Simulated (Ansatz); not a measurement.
# KCl and the effect of the share of exact exchange

The structure is cubic, space group Fm-3m (No. 225). Conventional cell: a = 6.293 Å, b = 6.293 Å, c = 6.293 Å, α = 90.00°, β = 90.00°, γ = 90.00°. K (site symmetry m-3m) has 6 Cl at 3.15 Å as nearest neighbours. Cl (site symmetry m-3m) has 6 K at 3.15 Å as nearest neighbours.

Kept alike: task single point; k mesh 4 × 4 × 4; occupations fermi-dirac, width 0.05 eV; no spin polarisation. Program: Ansatz, Ansatz PAW, cutoff 420 eV. The mesh is that of the run's cell of 2 atoms. No spin-orbit coupling.

```csv
"share of exact exchange, α",band gap (eV),pressure (GPa)
0,5.189,0.76
0.1,6.002,0.62
0.15,6.412,0.56
0.25,7.239,0.42
0.35,8.074,0.28
0.5,9.338,0.08
```

The k mesh is coarse, so the values aren't converged. Pressure is positive in compression, with a Pulay correction for the finite cutoff. A gap read on the mesh alone can miss an edge between its points. All rows use potentials made for PBE. The mesh is thin for exact exchange.

What does the share of exact exchange change here?

The band gap rises from 5.189 to 9.338 eV between 0 and 0.5. Exact exchange pulls filled levels down against empty ones, so the gap grows nearly in line with its share. The mean slope is +8.30 eV per unit of share. Measured: 8.68 eV (a printed reference work); nearest 0.35, 0.606 eV off. The runs are for a static lattice. The pressure falls from 0.76 to 0.08 GPa between 0 and 0.5. Exact exchange shortens the bonds here, so the pressure at fixed cell falls.
